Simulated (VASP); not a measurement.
BiTe: equation of state with LDA

Crystal: BiTe.

```
Bi Te
1.0
     2.38647    1.37783    3.16203
    -2.38647    1.37783    3.16203
     0.00000   -2.75566    3.16203
Bi Te
1 1
Direct
  0.50000 0.50000 0.50000
  0.00000 0.00000 0.00000
```

The cell comes from a database or a generator and needn't be the stable form of this composition.

```json
{
  "Program": "VASP 6.6.1",
  "Task": "equation of state",
  "Functional": "LDA",
  "Potentials or basis": "VASP PAW LDA potentials, release 64 (Bi_d, Te)",
  "Cutoff": "520 eV",
  "k mesh": "6 × 6 × 6",
  "Occupations": "fermi-dirac, width 0.05 eV",
  "Spin": "no spin polarisation"
}
```

```yaml
Equilibrium_volume: 31.20 Å³/atom
Bulk_modulus_at_fixed_shape_and_positions: 60 GPa
Pressure_derivative_of_the_bulk_modulus: "4.6 (rough: it moves with the points fitted)"
```

Energy against volume, from the lowest point:
```tsv
volume (Å³/atom)	energy (meV/atom)
29.944	10.20
30.568	2.49
31.192	0.00
31.815	2.18
32.439	8.52
```

All runs of the series together: 80 s on 1 thread of Intel(R) Xeon(R) Platinum 8559C (Emerald Rapids), with other jobs on the host.

Caveat: the cell was scaled at fixed shape and fractional positions, which overstates the stiffness of a crystal with free parameters, most of all of layers and chains.
